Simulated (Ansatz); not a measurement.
# SnO: ideal shear of a crystal plane

Level of theory: DFT r2SCAN, scalar-relativistic, plane waves, PAW (Ansatz). Cutoff 500 eV, Γ-centred 7×9×3 k-points, Gaussian smearing of 0.03 eV. No spin polarisation. Energies are free energies at this smearing, counted from the undisturbed cell; pressure is positive in compression.

The starting cell (relaxed at this level):

```
Sn O
1.0
     0.00000   -4.93646    0.00000
     0.00000    0.00000   -3.80668
    11.42790    0.00000    0.00000
Sn O
6 6
Direct
  0.76763 0.62500 0.91665
  0.76763 0.62500 0.24998
  0.76763 0.62500 0.58332
  0.23237 0.12500 0.08332
  0.23237 0.12500 0.41665
  0.23237 0.12500 0.74998
  0.00013 0.12500 0.91665
  0.00013 0.12500 0.24998
  0.00013 0.12500 0.58332
  0.99987 0.62500 0.08332
  0.99987 0.62500 0.41665
  0.99987 0.62500 0.74998
```

The cut lies on the cell's a–b face, a (0 1 0) plane (indices in the standard cell, whose axes needn't be the Cartesian ones shown) of area 18.79 Å², between layers 1.90 Å apart. Vector c is tilted by f times 1·a − 1·b (length 6.234 Å) with the atoms' Cartesian places fixed: one unrelaxed fault a cell. The traction is dγ/du, the slope of γ against the slip u in Å.

```
     f  γ (mJ/m²) traction (GPa)
0.0000          0             0.0
0.1000        614            16.6
0.2000       1775            20.1
0.3000       3275            30.6
0.4000       5931            53.5
0.5000       8677            19.3
0.6000       7532           -48.4
0.7000       4389           -41.9
0.8000       2437           -26.5
0.9000        784           -23.4
```

Read off the first barrier and the stress needed to climb it, and compare with Frenkel's sinusoid.

The traction changes sign between f = 0.500 and 0.600, so by linear interpolation the first maximum lies at f = 0.529, a slip of 3.29 Å, with γ ≈ 8802 mJ/m², which stands in for the unstable fault energy γ_us, and the steepest sampled slope before it is 53.5 GPa. A sinusoid γ = γ_us sin²(πu/λ) with its maximum there has λ = 6.59 Å and a largest slope πγ_us/λ = 42.0 GPa (1 mJ/m² per Å = 0.01 GPa). The stand-in is too high: the stress and forces give a traction of 14.9 GPa across the line at this point, so it is no saddle, and slip that bends off the line crosses lower.

Is there a metastable fault on this line?

Apart from points where γ returns to about zero, no local minimum shows among the samples, so at this sampling the line offers no fault for a dislocation to split on; a fault can still lie off the line.

The cut is rigid; relaxing the faces lowers these energies and usually the stresses.

The gap closes along the scan, which can put kinks into the curve.

Cost: 10 runs of about 8.5 core-minutes in all, on AMD EPYC 9R45 (Zen 5) (shared hosts).